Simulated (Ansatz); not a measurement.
## Glassy Al2O3 (200 atoms): geometry optimisation

Wanted: the relaxed structure of glassy Al2O3 (200 atoms) and its electronic structure.

Main program and level: Ansatz 0.2.0; Kohn-Sham DFT, PBE, PAW (set soft_2), plane waves.

**What experiment says.** The mean number of oxygen atoms around aluminium in anodized alumina glass was determined from the peak areas of a solid-state aluminium NMR spectrum (“Structure of alumina glass”, 2022, PMC8752723): number of O about Al 4.73.

## Step 1: The starting structure

The cell holds 200 atoms: 80 Al and 120 O. Cell: a = 13.046 Å, b = 13.046 Å, c = 13.046 Å, α = 90.0°, β = 90.0°, γ = 90.0°. 200 atoms (80 Al, 120 O) placed at random at 3.05 g/cm³, melted at 4500 K for 20 ps at fixed volume with the Morse and Coulomb pair potential with partial charges (Pedone, Malavasi, Menziani, Cormack and Segre, J. Phys. Chem. B 110, 11780 (2006)). Quenched from 4500 K to 300 K at 20 K/ps and fixed volume, held 5 ps. The starting density is a measured one.

Limits known from the start: The quench rate of 20 K/ps is orders of magnitude faster than experiment, which tends to freeze in extra defects. The starting topology of bonds comes from the classical model. Only the Γ point is sampled, in a cell whose shortest periodic width is 13 Å.

## Step 2: Single point at the start

A single point comes first, to see the forces before anything moves.

input.yaml reads:

```yaml
crystal:
  lattice:
    - [13.0461, 0.0, 0.0]
    - [0.0, 13.0461, 0.0]
    - [0.0, 0.0, 13.0461]
  atoms:
    - { symbol: Al, position: [0.15106, 0.63887, 0.5013] }
    - { symbol: Al, position: [0.39314, 0.05399, 0.30437] }
    - { symbol: Al, position: [0.7885, 0.14445, 0.74112] }
    - { symbol: Al, position: [0.4402, 0.57524, 0.72538] }
    - { symbol: Al, position: [0.92389, 0.60535, 0.44542] }
    - { symbol: Al, position: [0.09024, 0.24042, 0.37995] }
    - { symbol: Al, position: [0.39214, 0.88875, 0.49322] }
    - { symbol: Al, position: [0.94109, 0.84096, 0.73478] }
    - { symbol: Al, position: [0.23726, 0.13577, 0.95976] }
    - { symbol: Al, position: [0.21748, 0.44556, 0.41294] }
    - { symbol: Al, position: [0.62772, 0.7859, 0.19081] }
    - { symbol: Al, position: [0.52428, 0.76088, 0.55255] }
    - { symbol: Al, position: [0.27048, 0.4386, 0.64388] }
    - { symbol: Al, position: [0.93606, 0.19488, 0.98872] }
    - { symbol: Al, position: [0.44813, 0.90109, 0.12405] }
    - { symbol: Al, position: [0.87894, 0.10195, 0.17452] }
    - { symbol: Al, position: [0.67193, 0.54306, 0.78689] }
    - { symbol: Al, position: [0.51115, 0.61312, 0.09512] }
    - { symbol: Al, position: [0.81348, 0.36488, 0.85636] }
    - { symbol: Al, position: [0.34532, 0.29359, 0.23114] }
    - { symbol: Al, position: [0.82756, 0.51056, 0.25726] }
    - { symbol: Al, position: [0.47866, 0.70347, 0.32443] }
    - { symbol: Al, position: [0.85559, 0.72509, 0.24928] }
    - { symbol: Al, position: [0.48207, 0.17513, 0.56916] }
    - { symbol: Al, position: [0.09003, 0.62307, 0.72841] }
    - { symbol: Al, position: [0.85685, 0.58643, 0.05376] }
    - { symbol: Al, position: [0.73461, 0.75051, 0.64111] }
    - { symbol: Al, position: [0.15872, 0.8755, 0.45036] }
    - { symbol: Al, position: [0.836, 0.53543, 0.6682] }
    - { symbol: Al, position: [0.23205, 0.67324, 0.31181] }
    - { symbol: Al, position: [0.27265, 0.08134, 0.73005] }
    - { symbol: Al, position: [0.01078, 0.95985, 0.04552] }
    [... 162 atom lines left out ...]
    - { symbol: O, position: [0.45503, 0.29627, 0.14516] }
    - { symbol: O, position: [0.67042, 0.36148, 0.89113] }
    - { symbol: O, position: [0.63496, 0.6194, 0.88427] }
    - { symbol: O, position: [0.39713, 0.4869, 0.6265] }
    - { symbol: O, position: [0.86113, 0.26152, 0.77457] }
    - { symbol: O, position: [0.08492, 0.05415, 0.46565] }
kpoints:
  mp_grid: { grid: [1, 1, 1] }
hamiltonian:
  xc: pbe
scf:
  occupations: { method: fixed }
output:
  forces: true
  stress: true
  populations: true
  dos:
    method: { smearing: { sigma: 0.15 } }
    de: 0.1
    projected: { site_lists: { Al: [Al], O: [O] } }
  eigenvalues: true
```

Started as:

```bash
ansatz run input.yaml --threads 4 --pin off --max-ram 8192MiB --backend cpu --events-out ev --progress --plain --runs-dir out
```

Numbers of over 12 decimals in the logs are rounded to 6 here.

Output:

```text
Engine: ansatz 0.2.0, aarch64-unknown-linux-gnu
Pseudopotentials: kind: paw
Pseudopotential: Al, paw, valence charge 3, recommended cutoff 420 eV (normal), Al.paw.azcp
Pseudopotential: O, paw, valence charge 6, recommended cutoff 420 eV (normal), O.paw.azcp
[... 5 lines on functional and potentials left out ...]
Crystal: 200 atoms, lattice volume = 2220.456 Å³
Basis set: ecut = 420 eV, 43507 PW (Γ), exchange–correlation on 180×180×180 points (8 copies of the dense FFT grid, shifted against one another)
Bands: 680, of which v1, the nominal top of the filled ones, is band 480 counted from 1 (479 counted from 0)
Symmetry: 1 space group operations
Space group: P1 (ITA 1), of the structure as read, at distance tolerance 1.3e-4 Å
k-points: 1
[... 5 lines on functional and potentials left out ...]
Initial density: superposition of atomic densities (neutral atoms: chi_scale 0, normalization atom), corrected by the library's trained network
Initial wavefunctions: pseudopotential atomic-orbital guess
Functional: x = pbe(κ = 0.804, μ = 0.219515), c = pbe(β = 0.066725)
SCF iter   1: F=—  HF=-111351.915833 eV  |F-HF|=—  |Δ(HF+E_count)|=         —  Δρ=2.41e-3  dr2=2.34e-1  ethr=1.77e-3  ⟨swp⟩=5.0  Hψ=2460  notcnv=0  defer=196
preconditioner: auto → Resta (q_TF=auto, 2.372 Å⁻¹)  ε∞=3.5  [insulator: Δε(μ)=3.298 eV  Ē_g=15.572 eV  n_scr=484 (ndim 8)  ℏωp=24.4 eV  f_vac=0.037  ε∞_Penn≈3.5]
SCF iter   2: F=—  HF=-111351.885190 eV  |F-HF|=—  |Δ(HF+E_count)|=   3.06e-2  Δρ=1.31e-3  dr2=5.68e-2  ethr=2.43e-5  ⟨swp⟩=2.0  Hψ=1264  notcnv=0  defer=198
SCF iter   3: F=—  HF=-111351.885279 eV  |F-HF|=—  |Δ(HF+E_count)|=   8.92e-5  Δρ=6.13e-4  dr2=1.39e-2  ethr=5.92e-6  ⟨swp⟩=3.0  Hψ=882  notcnv=0  defer=198
SCF iter   4: F=—  HF=-111351.883638 eV  |F-HF|=—  |Δ(HF+E_count)|=   1.64e-3  Δρ=1.88e-4  dr2=7.89e-4  ethr=1.45e-6  ⟨swp⟩=2.0  Hψ=883  notcnv=0  defer=198
SCF iter   5: F=—  HF=-111351.883790 eV  |F-HF|=—  |Δ(HF+E_count)|=   1.52e-4  Δρ=1.20e-4  dr2=2.47e-4  ethr=8.22e-8  ⟨swp⟩=2.0  Hψ=885  notcnv=0  defer=198
SCF iter   6: F=—  HF=-111351.883748 eV  |F-HF|=—  |Δ(HF+E_count)|=   4.25e-5  Δρ=2.74e-5  dr2=1.60e-5  ethr=2.57e-8  ⟨swp⟩=2.0  Hψ=967  notcnv=0  defer=194
SCF iter   7: F=—  HF=-111351.884999 eV  |F-HF|=—  |Δ(HF+E_count)|=   1.25e-3  Δρ=1.21e-5  dr2=2.59e-6  ethr=1.67e-9  ⟨swp⟩=2.0  Hψ=1160  notcnv=0  defer=192
SCF iter   8: F=—  HF=-111351.885001 eV  |F-HF|=—  |Δ(HF+E_count)|=   1.85e-6  Δρ=7.41e-6  dr2=9.75e-7  ethr=2.69e-10  ⟨swp⟩=2.0  Hψ=966  notcnv=0  defer=192
SCF iter   9: F=-111351.885001 eV  HF=-111351.885001 eV  |F-HF|=1.04e-8  |Δ(HF+E_count)|=   6.63e-8  Δρ=1.75e-6  dr2=5.50e-8  ethr=1.04e-11  ⟨swp⟩=18.0  Hψ=4682  notcnv=0
SCF 1 converged in 9 iterations: F = -111351.885001 eV  dr2 = 5.50e-8
  greatest PAW one-centre occupation: 0.866 electrons in one spin orbital (limit 2), on the O atom at site 121 (counted from 0), in its partial waves of l = 0
SCF converged after 9 iterations
Free energy (F): -111351.885001 eV
Harris-Foulkes:  -111351.885001 eV  (|F-HF|=1.04e-8)
Internal energy: -111351.885001 eV  (E = F + TS)
E sigma→0 (E₀):  -111351.885001 eV
Fermi energy:    5.335806 eV
--- Per-component energies (eV) ---
  E_band       = -1630.283808
  E_kinetic    = 23440.512844
  E_local      = -52110.569006  (includes V_loc(G=0)·N_el)
  E_nonlocal   = 6542.791668
  E_hartree    = 19490.550881
  E_xc         = -12177.183021
  E_vxc        = -13803.183221  (∫ρ·V_xc dr)
  E_paw        = -56451.259915  (= ΣΔE_a)
  E_vpaw       = -4681.227150  (= ΣTr[D̂ρ^β])
  E_aug_tail   = 0.302584  (compensation charges beyond the density's cutoff)
  E_ewald      = -40087.031038
  E_smearing   = -0.000000  (= −TS)
  E_closure    = 0.000000  (closes the sum)
  Σ components = -111351.885001   (vs F -111351.885001, Δ=0.00e0)
--- Forces (eV/Å), atoms counted from 1 ---
  atom   1  Al     0.01071099    -0.83355695     1.24217115
  atom   2  Al    -0.42835529     0.06938248    -0.68620705
  atom   3  Al    -1.09730153     0.08614239    -0.20386089
  atom   4  Al     1.88733799     0.31233044     0.10007692
  atom   5  Al     0.60242157     0.05169470    -0.69321722
  atom   6  Al    -0.15243244     0.93600080    -0.28366696
  atom   7  Al    -0.86157138     1.36469552     0.68728661
  atom   8  Al    -1.75888251     1.78108596    -0.01252322
  atom   9  Al     0.87556019     0.40629365    -0.76407679
  atom  10  Al     1.40517180    -0.55070401    -0.24609584
  atom  11  Al    -0.32104834     0.69388640    -0.43643871
  atom  12  Al     1.19388007    -0.38799446     0.71553631
  atom  13  Al    -1.20931960    -1.02774376    -0.81049271
  atom  14  Al     1.23197838     0.72176565    -0.54982401
[...]
atom 199  O     -0.91780240    -0.41805346    -0.14418631
  atom 200  O      0.83129569    -0.46366363     0.95991214
  max |Σ_I F_I| component: 2.75e-4 eV/Å
--- Stress (GPa, compression-positive) ---
        4.620586       0.600831      -0.304915
        0.600828       3.886859       0.242122
       -0.304914       0.242121       3.543379
  P = ⅓ Tr σ = 4.0169 GPa (40.169 kbar)
--- Band table (eV) ---
  k-point 0: bands = ["-14.3987", "-14.2356", "-14.1576", "-14.0956", [... 664 levels ...], "16.1991", "16.2288", "16.2527", "16.2687", "16.2725", "16.3033", "16.3282", "16.3427", "16.3970", "16.4027", "16.4340", "16.4450"]
--- Löwdin populations: 200 sites ---
  site symbol       q [e]
     0     Al      1.6482
     1     Al      1.6423
     2     Al      1.6419
[...]
199      O      6.8191
  spilling = 0.008385 (of n_electrons = 960.000000)
```

Run time: 85 s. Hardware: 4 threads of Arm Neoverse V2, shared host; peak memory 3.6 GiB; 5.5 min of CPU time.

Read from the output:

* free energy: -111351.8850 eV
* free energy per atom: -556.7594 eV/atom
* SCF cycles: 9
* pressure: 4.017 GPa
* r.m.s. force component: 0.945 eV/Å
* longest force: 4.682 eV/Å
* Fermi energy: 5.336 eV
* gap (highest filled to lowest empty level): 3.221 eV
* spilling of the projection: 0.008385

The r.m.s. force component of 0.94 eV/Å and the pressure of 4.0 GPa set the starting point.

Neighbours are counted within 2.43 Å (O-Al).

Length of the force by element and coordination:

```
element  coordination  atoms  mean length of the force (eV/Å)  spread  least  most
     Al           all     80                             1.62   0.624  0.277  3.63
     Al             4     55                             1.75   0.625  0.277  3.63
     Al             5     19                             1.35   0.544  0.461  2.31
     Al             6      6                             1.24   0.414  0.402  1.63
      O           all    120                             1.38   0.747  0.265  4.68
      O             2     17                             1.78    1.00  0.530  4.68
      O             3     95                             1.32   0.667  0.265  3.69
      O             4      8                             1.29   0.736  0.499  2.89
```

## Step 3: Relaxation

The atoms are relaxed in the fixed cell, aiming at the force tolerance of the input.

input.yaml, the sections that differ from step 2:

```yaml
output:
  forces: true
relax:
  f_tol: 0.05
  max_steps: 200
# crystal, kpoints, hamiltonian, scf: as in step 2
```

Output:

```text
[...]
Crystal: 200 atoms, lattice volume = 2220.456 Å³
Basis set: ecut = 420 eV, 43507 PW (Γ), exchange–correlation on 180×180×180 points (8 copies of the dense FFT grid, shifted against one another)
Bands: 680, of which v1, the nominal top of the filled ones, is band 480 counted from 1 (479 counted from 0)
Symmetry: 1 space group operations
[...]
k-points: 1
[...]
SCF iter   1: F=—  HF=-111351.916582 eV  |F-HF|=—  |Δ(HF+E_count)|=         —  Δρ=2.42e-3  dr2=2.38e-1  ethr=1.77e-3  ⟨swp⟩=5.0  Hψ=2173  notcnv=0  defer=196
[...]
SCF iter   3: F=—  HF=-111351.886330 eV  |F-HF|=—  |Δ(HF+E_count)|=   1.60e-3  Δρ=6.08e-4  dr2=1.36e-2  ethr=5.90e-6  ⟨swp⟩=3.0  Hψ=846  notcnv=0  defer=150
automatic band count: iteration 3 solves 632 bands in place of 680: the levels show a gap, and the empty bands left out lie too high to hold charge; the band table lists the bands solved (type scf.n_extra_bands for more)
SCF iter   4: F=—  HF=-111351.884893 eV  |F-HF|=—  |Δ(HF+E_count)|=   1.44e-3  Δρ=1.90e-4  dr2=8.37e-4  ethr=1.41e-6  ⟨swp⟩=2.0  Hψ=880  notcnv=0  defer=150
[...]
SCF iter   6: F=-111351.884993 eV  HF=-111351.884991 eV  |F-HF|=1.95e-6  |Δ(HF+E_count)|=   2.21e-5  Δρ=3.00e-5  dr2=1.90e-5  ethr=6.51e-9  ⟨swp⟩=2.0  Hψ=2000  notcnv=0
SCF 1 converged in 6 iterations: F = -111351.884993 eV  dr2 = 1.90e-5
[...]
relax step   1: F+E_penalty+E_count = -111351.88499342 eV  Δ(F+E_penalty+E_count) = +0.000e0 eV  max|allowed force component| = 4.585e0 eV/Å  Δτ_max = 0.0000 Å  (6 SCF iters, dr2 threshold 6.25e-5 eV, accepted)
[... from here on, the SCF cycles and remarks between the steps are left out ...]
relax step   2: F+E_penalty+E_count = -111358.41717494 eV  Δ(F+E_penalty+E_count) = -6.532e0 eV  max|allowed force component| = 2.491e0 eV/Å  Δτ_max = 0.1247 Å  (6 SCF iters, dr2 threshold 1.00e-4 eV, accepted)
relax step   3: F+E_penalty+E_count = -111362.81471218 eV  Δ(F+E_penalty+E_count) = -4.398e0 eV  max|allowed force component| = 8.525e-1 eV/Å  Δτ_max = 0.2000 Å  (7 SCF iters, dr2 threshold 1.00e-4 eV, accepted)
relax step   4: F+E_penalty+E_count = -111363.66183684 eV  Δ(F+E_penalty+E_count) = -8.471e-1 eV  max|allowed force component| = 2.928e-1 eV/Å  Δτ_max = 0.2000 Å  (6 SCF iters, dr2 threshold 8.51e-5 eV, accepted)
relax step   5: F+E_penalty+E_count = -111363.90743694 eV  Δ(F+E_penalty+E_count) = -2.456e-1 eV  max|allowed force component| = 7.097e-2 eV/Å  Δτ_max = 0.2000 Å  (7 SCF iters, dr2 threshold 1.00e-5 eV, accepted)
relax step   6: F+E_penalty+E_count = -111363.96424209 eV  Δ(F+E_penalty+E_count) = -5.681e-2 eV  max|allowed force component| = 1.393e-1 eV/Å  Δτ_max = 0.2000 Å  (10 SCF iters, accepted)
relax step   7: F+E_penalty+E_count = -111364.02553683 eV  Δ(F+E_penalty+E_count) = -6.129e-2 eV  max|allowed force component| = 2.640e-1 eV/Å  Δτ_max = 0.2000 Å  (9 SCF iters, accepted)
relax step   8: F+E_penalty+E_count = -111364.08964618 eV  Δ(F+E_penalty+E_count) = -6.411e-2 eV  max|allowed force component| = 6.654e-1 eV/Å  Δτ_max = 0.1950 Å  (6 SCF iters, dr2 threshold 6.97e-5 eV, accepted)
relax step   9: F+E_penalty+E_count = -111364.22890939 eV  Δ(F+E_penalty+E_count) = -1.393e-1 eV  max|allowed force component| = 1.539e-1 eV/Å  Δτ_max = 0.2000 Å  (6 SCF iters, dr2 threshold 1.00e-4 eV, accepted)
relax step  10: F+E_penalty+E_count = -111364.25513616 eV  Δ(F+E_penalty+E_count) = -2.623e-2 eV  max|allowed force component| = 4.764e-2 eV/Å  Δτ_max = 0.1444 Å  (9 SCF iters, accepted)
SCF converged after 9 iterations
Free energy (F): -111364.255136 eV
[...]
Internal energy: -111364.255136 eV  (E = F + TS)
E sigma→0 (E₀):  -111364.255136 eV
Fermi energy:    5.496583 eV
[...]
--- Forces (eV/Å), atoms counted from 1 ---
  atom   1  Al     0.04019165    -0.01724772    -0.00266794
  atom   2  Al    -0.00297337     0.00845316     0.00093354
  atom   3  Al     0.00561045    -0.00144584    -0.00681812
  atom   4  Al    -0.01190421     0.01315512    -0.01790821
  atom   5  Al    -0.00714571    -0.00349700    -0.01624266
  atom   6  Al     0.01240007     0.00262171     0.00226733
  atom   7  Al     0.00071780    -0.00357108    -0.01559212
  atom   8  Al     0.00962712    -0.00635213     0.00545776
  atom   9  Al    -0.00480999     0.01343848     0.00253704
  atom  10  Al     0.00400723    -0.00001218     0.00155191
  atom  11  Al    -0.00624550    -0.00425842     0.00294113
  atom  12  Al    -0.01036374    -0.02427958     0.00706481
  atom  13  Al     0.00080754    -0.00481739     0.00844371
  atom  14  Al    -0.00291099     0.01114794    -0.02097358
[...]
atom 199  O     -0.01141412     0.00254621     0.00363804
  atom 200  O      0.00151307     0.00386952     0.00220238
  max |Σ_I F_I| component: 1.66e-4 eV/Å
--- Relaxed structure (10 steps of the walk, 10 accepted, 0 SCFs on fresh bases) ---
  F+E_penalty+E_count = -111364.25513616 eV   max|allowed force component| = 4.764e-2 eV/Å
  atoms:
    - { symbol: Al, position: [0.131778, 0.648186, 0.495021] }
    - { symbol: Al, position: [0.389728, 0.054164, 0.303149] }
    - { symbol: Al, position: [0.764026, 0.156942, 0.744232] }
    - { symbol: Al, position: [0.450554, 0.572717, 0.717814] }
[...]
- { symbol: O, position: [0.088727, 0.056194, 0.460189] }
```

It took 5.8 min on 4 threads; peak memory 3.2 GiB.

The steps of the relaxation:

```
step  energy less that of the first step (eV)  largest force component (eV/Å)
   1                                   0.0000                          4.5850
   2                                  -6.5322                          2.4911
   3                                 -10.9297                          0.8525
   4                                 -11.7768                          0.2928
   5                                 -12.0224                          0.0710
   6                                 -12.0792                          0.1393
   7                                 -12.1405                          0.2640
   8                                 -12.2047                          0.6654
   9                                 -12.3439                          0.1539
  10                                 -12.3701                          0.0476
```

The atoms that moved most (Å):

```
atom      dx      dy      dz  length
Al78   0.007   0.567   0.660   0.870
O162   0.313  -0.441  -0.505   0.740
Al68  -0.161   0.356  -0.397   0.557
O151  -0.209  -0.363   0.276   0.501
O152  -0.353   0.253   0.246   0.499
O197   0.035  -0.443   0.131   0.463
O172   0.151  -0.294  -0.265   0.424
O145   0.256  -0.059  -0.283   0.386
```

The relaxation changed the energy by -61.9 meV/atom, and atoms moved by 0.20 Å r.m.s., 0.87 Å at most.

[end of part 1 of 2]

[Logs are printed without paths, hosts, clocks, repeated set-up lines and the standing remarks that a program may print on its own settings, such as how far it seeks lower states.]

[Hosts, paths, dates, database ids (printed as entryN), source tags and the programs' standing remarks are cut or masked in the printed files.]
